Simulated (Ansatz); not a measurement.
Born–Oppenheimer molecular dynamics of a periodic cell of 16 atoms, C (start crystal C, start structure diamond, volume 1.05 times the crystal's). It goes on from the last frame of an earlier run, with new velocities.

The calculation used DFT PBEsol, scalar-relativistic, plane waves, PAW in Ansatz 0.2.0. Settings: cutoff 420 eV, k mesh 3x3x3, fermi-dirac smearing 0.3 eV, no spin polarisation.

* ensemble: NVT, Langevin thermostat
* time step: 1 fs
* steps asked: 170
* set temperature: 2100 K
* friction: 0.05 /fs
* seed: 738965

First frame:

```xyz
16
Lattice="0.0000 3.6285 3.6285 3.6285 0.0000 3.6285 3.6285 3.6285 0.0000" Properties=species:S:1:pos:R:3
C 0.010 0.031 0.009
C 0.931 1.001 0.844
C 1.988 1.895 0.176
C 2.731 2.913 0.950
C 1.727 -0.003 1.742
C 2.821 0.878 2.644
C 3.567 1.792 1.785
C 4.450 2.655 2.783
C -0.052 1.722 1.611
C 0.699 2.507 2.776
C 1.728 3.661 1.787
C 2.827 4.406 2.671
C 1.761 1.799 3.665
C 2.749 2.746 4.617
C 3.811 3.697 3.705
C 4.538 4.583 4.520
```

**Question.** What does the run give?

**Answer.** The run went to its last step.

| Property | Result |
| --- | --- |
| steps done | 170 |
| time covered | 170 fs |
| mean temperature over the second half | 1787 K |
| spread of the potential energy over the second half | 45.5 meV per atom |
| mean potential energy of the second half above the start | -199.8 meV per atom |

The mean temperature of the second half is 15 % below the set value. A run of 0.17 ps of so small a system gives no equilibrium averages.

**Question.** What happens to the structure?

**Answer.** Mean squared displacements from the first frame to the last, about the centre of mass: C 0.05 Å². Another seed would give other details.

**Question.** How do temperature and energy run in time?

**Answer.** 
```
time (fs)  T (K)  potential energy less start (eV)
      0.0   1969                             0.000
     14.0   2142                            -1.531
     28.0   1804                             0.069
     42.0   2112                            -2.988
     56.0   1810                            -3.470
     70.0   1865                            -4.052
     84.0   1987                            -3.236
     98.0   2338                            -3.080
    112.0   1251                            -3.211
    126.0   1825                            -3.095
    140.0   1530                            -2.533
    154.0   1931                            -4.605
    168.0   1359                            -3.191
```

Time of the run: 16 min on 1 thread of Arm Neoverse V1, with other jobs on the host, peak memory 0.35 GiB.
